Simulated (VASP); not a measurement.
# CdF2: F into a neighbouring F vacancy, part 5 of 5

How hard is this move in CdF2: F into a neighbouring F vacancy? Both ends are relaxed first, then a band of images between them. The start is a cell from a database of measured crystal structures.

VASP 6.6.1; PBEsol; plane waves and PAW (Cd, F).

So far. Step 3 (Relax the start): The run ended after 14 ionic steps, 0.990 eV below its first step, once the forces on the free atoms met EDIFFG = -0.05. Step 4 (Relax the end): The run ended after 14 ionic steps, 1.060 eV below its first step, once the forces on the free atoms met EDIFFG = -0.05.

## Step 5: Nudged elastic band (continued)

Parts of OUTCAR (step 5):

```text
NELECT = 304

 ion  position               nearest neighbor table
   1  0.000  0.000  0.001-  23 2.30  26 2.31  21 2.32  24 2.32  17 2.35  20 2.35  30 2.45  27 2.45
                             2 3.75
   2  0.001  0.002  0.327-  22 2.23  24 2.29  18 2.30  15 2.30  21 2.31  31 2.45  28 2.45   7 3.75
                             4 3.75   1 3.75   8 3.78   5 3.78
   3  0.998  0.999  0.670-  32 2.29  29 2.29  19 2.30  16 2.30  26 2.30  22 2.36  23 2.51
   4  0.998  0.497  0.003-  23 2.29  24 2.32  20 2.33  18 2.34  29 2.35  14 2.35  27 2.45  33 2.46
                             2 3.75
   5  0.987  0.507  0.336-  25 2.05  28 2.27  27 2.28  34 2.28  18 2.30  21 2.30  19 2.30   8 3.67
                            11 3.71   2 3.78
   6  0.003  0.500  0.664-  35 2.30  13 2.31  20 2.34  29 2.34  26 2.36  19 2.37  28 2.40  22 2.42
                            10 3.75  11 3.77
   7  0.497  0.998  0.003-  23 2.29  24 2.32  17 2.34  15 2.34  32 2.35  14 2.35  30 2.45  33 2.45
                             2 3.75
   8  0.507  0.987  0.336-  25 2.05  31 2.27  30 2.28  34 2.28  15 2.30  21 2.30  16 2.30   5 3.67
                            11 3.71   2 3.78  12 3.78
   9  0.499  0.004  0.664-  35 2.30  13 2.31  17 2.34  32 2.34  26 2.36  16 2.37  31 2.40  22 2.42
                            10 3.75  11 3.77
  10  0.506  0.506  0.987-  27 2.27  30 2.27  33 2.29  17 2.30  20 2.30  14 2.32  35 2.35  12 3.70
                             6 3.75   9 3.75
  11  0.502  0.502  0.338-  33 2.25  28 2.26  31 2.26  34 2.28  13 2.33  15 2.35  18 2.35   8 3.71
                             5 3.71  12 3.76   9 3.77   6 3.77
  12  0.497  0.498  0.670-  14 2.28  34 2.32  13 2.32  35 2.33  16 2.38  29 2.38  19 2.38  32 2.38
                            10 3.70  11 3.76   8 3.78
  13  0.373  0.373  0.588-   9 2.31   6 2.31  12 2.32  11 2.33
  14  0.376  0.376  0.914-  12 2.28  10 2.32   7 2.35   4 2.35
[...]
34  0.622  0.622  0.422-  11 2.28   8 2.28   5 2.28  12 2.32
  35  0.634  0.635  0.736-   9 2.30   6 2.30  12 2.33  10 2.35

  tangential force (eV/A)        -0.391877
  left and right image   0.626232  0.623343 A

  tangential force (eV/A)        -0.391642
  left and right image   0.628723  0.626144 A

 E-fermi :  -1.2877

 k-point     1 :       0.0000    0.0000    0.0000
  band No.  band energies     occupation
    ...
    148      -1.7982      2.00000
    149      -1.7790      2.00000
    150      -1.7233      2.00000
    151      -1.7112      2.00000
    152      -1.5702      2.00000
    153       1.1416      0.00000
    154       3.9421      0.00000
    155       4.0011      0.00000
    156       5.1371      0.00000
    157       5.3120      0.00000
    ...

 POSITION                                       TOTAL-FORCE (eV/Angst)
 -----------------------------------------------------------------------------------
     -0.00907     -0.01073      0.02624         0.016817      0.013981     -0.017118
      2.67667      2.67485      0.08367         0.010921      0.008593      0.035631
     10.83703     10.83553     10.78146        -0.024550     -0.028822      0.047695
      2.71020      5.40882      8.06877        -0.009009     -0.017258      0.005574
      5.50093      8.00269      8.10579        -0.017264      0.031848     -0.005710
      8.06945      5.38455      2.72775         0.004828      0.008921      0.010061
      5.41076      2.70787      8.06895        -0.013314     -0.004267      0.008588
      8.00494      5.49914      8.10622         0.029570     -0.015553     -0.009403
      5.38706      8.06693      2.72733         0.007028      0.003643      0.015145
     10.70066     10.69837      5.48370        -0.006302     -0.004637      0.005238
      5.46220      5.45976      5.41108         0.010069      0.009745      0.042433
      8.11374      8.11243      5.36500        -0.000339     -0.000726      0.028167
      6.77319      6.77108      4.03254        -0.000578     -0.001889      0.018921
      9.42761      9.42551      4.06341        -0.004429     -0.004475      0.020669
      6.76823      4.05831      6.74313        -0.043208      0.006206      0.030491
      9.45367      6.70930      6.70472        -0.002100      0.021996      0.025949
     12.12016      9.44068      6.77444         0.009894     -0.020533     -0.008048
      4.05987      6.76587      6.74284         0.007565     -0.042142      0.030971
      6.71103      9.45172      6.70468         0.021224     -0.001566      0.026608
      9.44318     12.11813      6.77426        -0.021265      0.011062     -0.007108
      6.74241      6.74054      9.50564         0.017967      0.018030     -0.004572
      9.40044      9.39851      9.69549        -0.022035     -0.021152     -0.006113
     12.22986     12.22787      9.32096         0.018852      0.018872     -0.004305
      1.33683      1.33529      1.37101         0.016595      0.015480      0.018050
[...]
-----------------------------------------------------------------------------------
    total drift:                                0.014529      0.009311     -0.049233

  FREE ENERGIE OF THE ION-ELECTRON SYSTEM (eV)
  ---------------------------------------------------
  free  energy   TOTEN  =      -135.3360272470 eV

  energy  without entropy=     -135.3360272470  energy(sigma->0) =     -135.33602725

  tangential force (eV/A)        -0.391236
  left and right image   0.633585  0.631599 A

[... 6 parts as in an earlier step ...]

[... 5 further parts left out ...]
```

Images along the path:

| image | path (A) | energy (eV) | F25: x, y, z (Å) |
| --- | --- | --- | --- |
| 0 | 0.000 | 0.0000 | 4.044, 4.043, 1.587 |
| 1 | 0.634 | 0.1609 | 4.034, 4.032, 2.104 |
| 2 | 1.265 | 0.3316 | 4.048, 4.046, 2.698 |
| 3 | 1.897 | 0.1583 | 4.065, 4.062, 3.290 |
| 4 | 2.532 | 0.0010 | 4.054, 4.051, 3.806 |

Numbers from this step:

```yaml
electronic_cycles: 71
path_length: 2.532 Å
barrier: 0.3316 eV
barrier_in_the_reverse_direction: 0.3307 eV
barrier_from_a_spline_through_the_images: 0.3316 eV
reaction_energy: 9.50e-4 eV
```

What the program prints for this run, and its count of cycles, belong to image 1; the force that counts for the threshold is the band's, across the path.

## Step 6: Results

```yaml
hop: F into a neighbouring F vacancy
barrier: 0.332 eV
barrier_in_the_reverse_direction: 0.331 eV
barrier_from_a_spline_through_the_images: 0.332 eV
reaction_energy: 9.5e-4 eV
path_length: 2.53 Å
```

In words: The barrier is 0.33 eV forwards and 0.33 eV backwards. With an attempt frequency of 10¹³ per second, taken as a typical value, this barrier gives about 10^7 hops a second at 300 K. Both ends are alike and an image sits at the midpoint, which is the saddle if the path is symmetric. The band met its force threshold after 11 steps. Cell and mesh are small and were not tested. The band started on a straight line, so other routes may lie lower.

[Lines on the potential files, build, host, timing and source positions are cut from VASP's logs without a mark.]

[Logs are printed without paths, hosts, clocks, repeated set-up lines and the standing remarks that a program may print on its own settings, such as how far it seeks lower states.]

[Hosts, paths, dates, database ids (printed as entryN), source tags and the programs' standing remarks are cut or masked in the printed files.]

[Runs that stopped without an error message from VASP are left out.]
